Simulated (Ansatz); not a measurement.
# ZrO2: the cost of one run

Program: Ansatz 0.2.0. Level of theory: DFT PBE, scalar-relativistic, plane waves, PAW, unless a step names another level. These are calculated values, not measurements.

1 further run of the same task is left out (set aside as unsound or not needed).

## Step 1: The system as given

It takes space group Fm-3m (No. 225, cubic). Conventional cell: a = 5.116 Å, b = 5.116 Å, c = 5.116 Å, α = 90.00°, β = 90.00°, γ = 90.00°. Around Zr (site symmetry m-3m) lie 8 O at 2.22 Å. O (site symmetry -43m) is surrounded by 4 Zr at 2.22 Å.

As a file:

```
Zr O
1.0
     0.00000    2.55796    2.55796
     2.55796    0.00000    2.55796
     2.55796    2.55796    0.00000
Zr O
1 2
Direct
  0.00000 0.00000 0.00000
  0.25000 0.25000 0.25000
  0.75000 0.75000 0.75000
```

The cell was relaxed beforehand at this level, from a generated guess; it is a trial structure. At a tolerance of 0.02 Å it has space group Fm-3m (No. 225); it has 11.16 Å³/atom, an uncorrected energy of -3.35 eV/atom over the elements and, on its mesh, gap 3.32 eV.

## Step 2: Seeking the band edges over the whole zone

input.yaml reads:

```yaml
crystal:
  lattice:
    - [0.0, 2.5579634722, 2.5579634722]
    - [2.5579634722, 0.0, 2.5579634722]
    - [2.5579634722, 2.5579634722, 0.0]
  atoms:
    - { symbol: Zr, position: [0.0, 0.0, 0.0] }
    - { symbol: O, position: [0.25, 0.25, 0.25] }
    - { symbol: O, position: [0.75, 0.75, 0.75] }
basis:
  ecutwfc: 420
kpoints:
  mp_grid: { grid: [8, 8, 8] }
  band_path: { path: [VBM, CBM], npoints: 2 }
hamiltonian:
  xc: pbe
scf:
  occupations: { method: gaussian, width: 0.02 }
output:
  forces: false
  stress: false
  eigenvalues: true
checkpoint:
  read: start.run
  write: ck
  compress: false
  write_wavefunctions: false
  write_every: 100000
```

Started as:

```sh
ansatz run input.yaml --threads 1 --pin off --max-ram 2560MiB --backend cpu --events-out ev --progress --plain --runs-dir out
```

Q: Estimate wall time and peak memory on 1 thread of Intel Xeon Platinum 8488C (Sapphire Rapids), shared host.

About 1.5 s, with a peak of 0.34 GiB.
